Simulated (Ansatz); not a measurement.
# CdTe (F-43m): volume and gaps against pressure

```xyz
2
Lattice="3.2447 3.2447 0.0000 -3.2447 3.2447 0.0000 0.0000 3.2447 3.2447" Properties=species:S:1:pos:R:3 pbc="T T T"
Cd    0.0000    0.0000    0.0000
Te    1.6224    4.8671    1.6224
```

This is the zero-pressure cell under PBEsol. Cell and atoms are relaxed by PAW (default files of Ansatz 0.2.0, cutoff 420 eV, stress met within about 0.05 GPa) at each pressure, in this structure whether or not another phase would take over; P is the pressure reached, less that of this cell. Levels come from PBEsol, all-electron LAPW in Ansatz 0.2.0, with spin-orbit coupling; k mesh 6×6×6, fixed occupations, basis error target 0.5 meV/atom. Conduction levels are in eV over the valence top (at Γ), at fixed fractional wave vectors. Zone-centre phonons come from finite displacements by PAW, without the LO-TO term.

| P (GPa) | V/V₀ | Γ | L | X | T2 TO (cm⁻¹) |
| --- | --- | --- | --- | --- | --- |
| -2.00 | 1.0573 | 0.219 | 1.405 | 2.340 | 127.2 |
| 0.00 | 1.0000 | 0.376 | 1.456 | 2.229 | 141.0 |
| 2.00 | 0.9578 | 0.501 | 1.492 | 2.127 | 152.2 |
| 4.00 | ? | ? | ? | ? | ? |
| 6.98 | 0.8828 | 0.741 | 1.554 | 1.916 | 174.6 |
| 9.98 | 0.8497 | 0.854 | 1.579 | 1.809 | 185.8 |
| 14.98 | 0.8061 | 1.007 | 1.610 | 1.652 | 201.9 |

**Question.** Fit the third-order Birch-Murnaghan equation to the rows shown.

**Answer.** With f = [(V₀/V)^(2/3) − 1]/2, the normalised pressure F = P/[3f(1 + 2f)^(5/2)] is 40.2 GPa at f = -0.0182, 42.5 GPa at f = 0.0146, 43.6 GPa at f = 0.0433, 44.2 GPa at f = 0.0574, 45.1 GPa at f = 0.0773. The line F = B₀[1 + (3/2)(B′ − 4)f] gives B₀ = 41.4 GPa and B′ = 4.8.

**Question.** What are the volume deformation potentials and pressure coefficients of these levels at zero pressure?

**Answer.** 

```
level  dE/dlnV (eV)  dE/dP = −(dE/dlnV)/B₀ (meV/GPa)  mean slope up to 2.0 GPa (meV/GPa)
    Γ         -2.87                             69.3                                62.5
    L         -0.88                             21.2                                18.3
    X          2.18                            -52.8                               -50.9
```

dE/dlnV is the slope of a cubic fit in ln V at V₀. The last column is read from two rows and shows how the slope bends with pressure.

**Question.** What mode Grüneisen parameters follow?

**Answer.** γ = −d ln ω/d ln V at V₀ from a quadratic fit in ln V: T2 1.80.

**Question.** What belongs in the row at 4.00 GPa?

**Answer.** The fits give V/V₀ = 0.9234 and Γ = 0.608 eV. Computed: V/V₀ = 0.9236, Γ = 0.607, L = 1.521, X = 2.036, T2 TO (cm⁻¹) = 162.0.

Keep in mind: no other phase was computed; many crystals of this kind change structure within this range, and rows or crossings beyond such a change describe a metastable lattice; the frozen-core PAW files of the relaxations were fitted under PBE, their cores solved anew for this functional; semilocal gaps are low, and the spacing of valleys can be off by tenths of an eV; levels are read at fixed fractional k, so an edge that moves off these points is missed.
